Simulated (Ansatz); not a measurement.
A 6-atom cell of MoS2 built on the 2H bulk structure (relaxed group P6_3/mmc): a relaxation of cell and atoms in Ansatz (r2SCAN+rVV10). The starting cell comes from a relaxation with PBE-D3(BJ).

Input file:
```yaml
crystal:
  lattice:
    - [3.1491880098, 2.8e-09, 0.0]
    - [-1.5745940074, 2.7272768164, 0.0]
    - [0.0, 0.0, 12.0873110479]
  atoms:
    - { symbol: Mo, position: [0.6666666667, 0.3333333333, 0.25] }
    - { symbol: Mo, position: [0.3333333333, 0.6666666667, 0.75] }
    - { symbol: S, position: [0.6666666667, 0.3333333333, 0.6204704588] }
    - { symbol: S, position: [0.3333333333, 0.6666666667, 0.3795295412] }
    - { symbol: S, position: [0.6666666667, 0.3333333333, 0.8795295412] }
    - { symbol: S, position: [0.3333333333, 0.6666666667, 0.1204704588] }
kpoints:
  mp_grid: { grid: [12, 12, 2] }
hamiltonian:
  xc: r2scan
  dispersion: rvv10
scf:
  occupations: { method: fermi_dirac, width: 0.02 }
relax:
  f_tol: 0.005
  cell: {}
```

Command: `ansatz run input.yaml --threads 2 --pin off --max-ram 20275MiB --backend cpu --events-out ev --progress --plain --runs-dir out`. Wall time 52 s on 2 threads of AMD EPYC 7R13 Processor (Zen 3), with other jobs on the host, load about 3.2 per core; peak host memory 1 GiB.

Task: Predict the output.

Result: Main lines of the log:
```
Functional definition: r2SCAN+rVV10
Crystal: 6 atoms, lattice volume = 103.814 Å³
Basis set: ecut = 500 eV, 2625 PW (Γ)
Bands: 32, of which v1, the nominal top of the filled ones, is band 26 counted from 1 (25 counted from 0)
Symmetry: 24 space group operations
Space group: P63/mmc (ITA 194)
k-points: 38 of 288
rVV10 density: all electrons in the spheres
preconditioner: auto → Resta (q_TF=auto, 2.431 Å⁻¹)  ε∞=7.9  [insulator: Δε(μ)=0.844 eV  σ=0.020 eV  ℏωp=21.9 eV]
relax step 1: F+E_penalty+E_count = -13559.16604294 eV  max|allowed force component| = 1.397e-1 eV/Å  Δτ_max = 0.0000 Å  P = +1.846 GPa  Ω = 103.814 Å³
relax step 2: F+E_penalty+E_count = -13559.09364546 eV  max|allowed force component| = 6.250e-1 eV/Å  Δτ_max = 0.1259 Å  P = -0.641 GPa  Ω = 114.371 Å³  (rejected)
relax step 3: F+E_penalty+E_count = -13559.19722314 eV  max|allowed force component| = 1.307e-2 eV/Å  Δτ_max = 0.0480 Å  P = +0.066 GPa  Ω = 108.032 Å³
relax step 4: F+E_penalty+E_count = -13559.19754847 eV  max|allowed force component| = 7.207e-3 eV/Å  Δτ_max = 0.0039 Å  P = +0.059 GPa  Ω = 108.286 Å³
relax step 5: F+E_penalty+E_count = -13559.19751220 eV  max|allowed force component| = 1.744e-2 eV/Å  Δτ_max = 0.0009 Å  P = -0.109 GPa  Ω = 108.459 Å³
relax step 6: F+E_penalty+E_count = -13559.19755221 eV  max|allowed force component| = 7.207e-5 eV/Å  Δτ_max = 0.0007 Å  P = +0.000 GPa  Ω = 108.431 Å³
relax step 7: F+E_penalty+E_count = -13559.19871199 eV  max|allowed force component| = 5.670e-5 eV/Å  Δτ_max = 0.0000 Å  P = +0.001 GPa  Ω = 108.431 Å³  (SCF on a basis re-selected at this cell)
Free energy (F): -13559.198712 eV
Fermi energy:    11.084057 eV
--- Stress (GPa, compression-positive) ---
        0.001299       0.000000       0.000000
        0.000000       0.001299       0.000000
        0.000000       0.000000       0.001443
  P = ⅓ Tr σ = 0.0013 GPa (0.013 kbar)
--- Relaxed structure (6 steps of the walk, 5 accepted, 1 SCFs on fresh bases) ---
  F+E_penalty+E_count = -13559.19871199 eV   max|allowed force component| = 5.670e-5 eV/Å
  cell:  # Å, volume = 108.4309 Å³
    - [3.173020, 0.000000, 0.000000]
    - [-1.586510, 2.747916, 0.000000]
    - [0.000000, 0.000000, 12.435885]
  atoms:
    - { symbol: Mo, position: [0.666667, 0.333333, 0.250000] }
    - { symbol: Mo, position: [0.333333, 0.666667, 0.750000] }
    - { symbol: S, position: [0.666667, 0.333333, 0.624900] }
    - { symbol: S, position: [0.333333, 0.666667, 0.375100] }
    - { symbol: S, position: [0.666667, 0.333333, 0.875100] }
    - { symbol: S, position: [0.333333, 0.666667, 0.124900] }
```
The trailing digits, and the zero of the energies, depend on the potentials and thresholds.

In 6 steps the volume changed by +4.4 %; between the first SCF and the last, each on a basis chosen for its cell, the energy fell by 5.4 meV an atom. At the end: space group P6_3/mmc (No. 194), hexagonal; a = 3.173 Å, c = 12.436 Å in the conventional setting, 18.07 Å³ an atom. Mo is surrounded by 6 S at 2.40 Å; S is surrounded by 3 Mo at 2.40 Å.

(Simulation; spin polarisation is off.)
